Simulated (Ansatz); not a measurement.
Here is an Ansatz 0.2.0 calculation.

input.yaml

```yaml
crystal:
  lattice:
    - [0.0, 3.018, 3.018]
    - [3.018, 0.0, 3.018]
    - [3.018, 3.018, 0.0]
  atoms:
    - { symbol: In, position: [0.0, 0.0, 0.0] }
    - { symbol: As, position: [0.75, 0.75, 0.75] }
hamiltonian:
  xc: lda
  pseudopotentials: { kind: paw }
kpoints:
  mp_grid: { grid: [6, 6, 6] }
scf:
  occupations: { method: fermi_dirac, width: 0.05 }
phonons:
  method: dfpt
  qmesh: [2, 2, 2]
  temperatures: { t_max: 1000, t_step: 100 }
  qpath:
    path:
      - [[0.0, 0.0, 0.0], [0.5, 0.0, 0.5], [0.5, 0.25, 0.75], [0.375, 0.375, 0.75], [0.0, 0.0, 0.0], [0.5, 0.5, 0.5], [0.625, 0.25, 0.625], [0.5, 0.25, 0.75], [0.5, 0.5, 0.5], [0.375, 0.375, 0.75]]
      - [[0.625, 0.25, 0.625], [0.5, 0.0, 0.5]]
    npoints: 8
```

Potentials or basis: Ansatz PAW.

Run with:

```sh
$ ansatz run input.yaml --threads 2 --pin off --max-ram 5632MiB --backend cpu --events-out ev --progress --plain --runs-dir out
```

Question: What does it give for the highest phonon frequency?

Answer: 214 cm⁻¹.

Question: What does it give for the band gap on the k mesh?

Answer: None (metal or under the smearing width).

Phonon frequencies in cm⁻¹ (negative: imaginary):
```csv
q point,frequencies
"(0.000, 0.000, 0.000)",0 0 0 210 210 210
"(0.000, 0.000, -0.500)",41 41 149 204 213 213
"(0.000, -0.500, -0.500)",51 51 167 196 214 214
```

Caveat: the q mesh is small, so phonon branches between its points and thermal values are rough; this crystal is a semiconductor, whose small gap the functional closes, so the metal is an error of the method.

**The experiment to reproduce.**

A printed reference work, data compilation reports, for a bulk crystal of InAs at 4.2 K: band gap 0.418 eV (direct).

A measured gap of InAs is 0.418 eV (direct; 4.2 K; a printed reference work, data compilation); the calculated 0.00 eV misses it by -0.42 eV. Spin-orbit coupling on As, In is left out. The value is that of LDA on a finite k mesh, which can miss the band edges, without temperature or zero-point motion. Semilocal functionals fall short of measured gaps as a rule.
